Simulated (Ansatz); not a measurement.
## Cu: band structure with LDA

The system is Cu, a slab with vacuum.

```
Cu
1.0
     2.50366    0.00000    0.00000
    -1.25183    2.16823    0.00000
     0.00000    0.00000   24.57559
Cu
6
Cartesian
  0.0000 1.4455 17.4581
  1.2518 0.7227 13.3202
  0.0000 0.0000 15.3901
  0.0000 1.4455 11.2554
  1.2518 0.7227 7.1174
  0.0000 0.0000 9.1855
```

```json
{
  "Program": "Ansatz 0.2.0",
  "Task": "band structure",
  "Functional": "LDA",
  "Potentials or basis": "all-electron LAPW, scalar-relativistic",
  "Cutoff": "286 eV (chosen from the basis error)",
  "Basis error allowed": "0.002 eV/atom",
  "k mesh": "12 × 12 × 2",
  "Occupations": "fermi-dirac, width 0.05 eV",
  "Spin": "no spin polarisation"
}
```

```
Largest force           : 0.312 eV/Å
Band gap along the path : none (metal or under the smearing width)
```

Forces in eV/Å, atoms in the order of the input:
```
Cu   0.000  0.000 -0.312
Cu   0.000  0.000  0.020
Cu   0.000  0.000  0.006
Cu   0.000  0.000 -0.020
Cu   0.000  0.000  0.312
Cu   0.000  0.000 -0.006
```

Stress tensor (GPa, compression positive):
```
-3.95  0.00  0.00
 0.00 -3.95  0.00
 0.00  0.00 -3.77
```

Levels at the corners of the path, in eV from the Fermi level:
| point | band 56 | band 57 | band 58 | band 59 | band 60 | band 61 |
| --- | --- | --- | --- | --- | --- | --- |
| Γ | -1.78 | -1.78 | -1.72 | -1.72 | -1.08 | -0.62 |
| M | 0.19 | 0.82 | 1.18 | 1.40 | 1.43 | 4.22 |
| K | 3.51 | 3.51 | 3.86 | 3.86 | 4.45 | 4.61 |
| Γ | -1.78 | -1.78 | -1.72 | -1.72 | -1.08 | -0.62 |
| A | -1.78 | -1.78 | -1.72 | -1.72 | -1.08 | -0.62 |
| L | 0.19 | 0.82 | 1.18 | 1.40 | 1.43 | 4.22 |
| H | 3.51 | 3.51 | 3.86 | 3.86 | 4.45 | 4.61 |
| A | -1.78 | -1.78 | -1.72 | -1.72 | -1.08 | -0.62 |

It took 39 s on 4 threads of AMD EPYC 7R43 64-Core Processor (Zen 3) (shared host), peak memory 0.98 GiB.
